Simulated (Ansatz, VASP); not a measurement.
Cs in VASP and in Ansatz

Contents of INCAR:

```
PREC = Accurate
ENCUT = 520
EDIFF = 1E-6
ISMEAR = -1
SIGMA = 0.05
LREAL = False
LASPH = True
NELM = 80
ALGO = Normal
ISIF = 2
LWAVE = False
LCHARG = False
GGA = PS
NBANDS = 10
```

Contents of KPOINTS:

```
regular mesh
0
Gamma
  5 5 5
```

File POSCAR:

```
Cs
1.0
    0.0000000000      3.9483357400      3.9483357400
    3.9483357400      0.0000000000      3.9483357400
    3.9483357400      3.9483357400      0.0000000000
Cs
1
Direct
    0.0000000000      0.0000000000      0.0000000000
```

The input input.yaml:

```yaml
crystal:
  lattice:
    - [0.0, 3.94833574, 3.94833574]
    - [3.94833574, 0.0, 3.94833574]
    - [3.94833574, 3.94833574, 0.0]
  atoms:
    - { symbol: Cs, position: [0.0, 0.0, 0.0] }
hamiltonian:
  xc: pbesol
  pseudopotentials: { kind: paw }
kpoints:
  mp_grid: { grid: [5, 5, 5] }
  band_path:
    path:
      - [[0.0, 0.0, 0.0], [0.5, 0.0, 0.5], [0.5, 0.25, 0.75], [0.375, 0.375, 0.75], [0.0, 0.0, 0.0], [0.5, 0.5, 0.5], [0.625, 0.25, 0.625], [0.5, 0.25, 0.75], [0.5, 0.5, 0.5], [0.375, 0.375, 0.75]]
      - [[0.625, 0.25, 0.625], [0.5, 0.0, 0.5]]
    npoints: 14
scf:
  occupations: { method: fermi_dirac, width: 0.05 }
  n_extra_bands: 6
output:
  forces: true
  stress: true
  eigenvalues: true
  fatbands: false
```

This isn't the form of Cs at room conditions, which is bcc.

Alike in both runs: functional PBEsol; k mesh 5 × 5 × 5; occupations fermi-dirac, width 0.05 eV; no spin polarisation.

```csv
,VASP,Ansatz
version,VASP 6.6.1,Ansatz 0.2.0
potentials or method,"VASP PAW PBE potentials, release 64 (Cs_sv)",Ansatz PAW
plane-wave cutoff (eV),520,420
valence electrons in the cell,9,9
task,single point,band structure
```

|  | VASP | Ansatz | Ansatz less VASP |
| --- | --- | --- | --- |
| gap on the k mesh at the Fermi level (eV) | none | none | - |
| pressure (GPa) | -0.2 | -0.2 | +0.01 |

A gap of «none» marks a metal or a gap that the smearing closes. The functional is the same, so the differences come from potentials, cutoffs and numerics.

Caveats: the PAW data sets were made with another functional, which shifts forces and pressure a little (VASP); spin-orbit coupling is left out, which moves the levels of the heavy elements (Ansatz); the PAW data sets come from PBE, with cores solved anew for the run's functional, which leaves a small shift of forces and pressure (Ansatz). Spin-orbit coupling is left out, which matters for the levels of Cs.
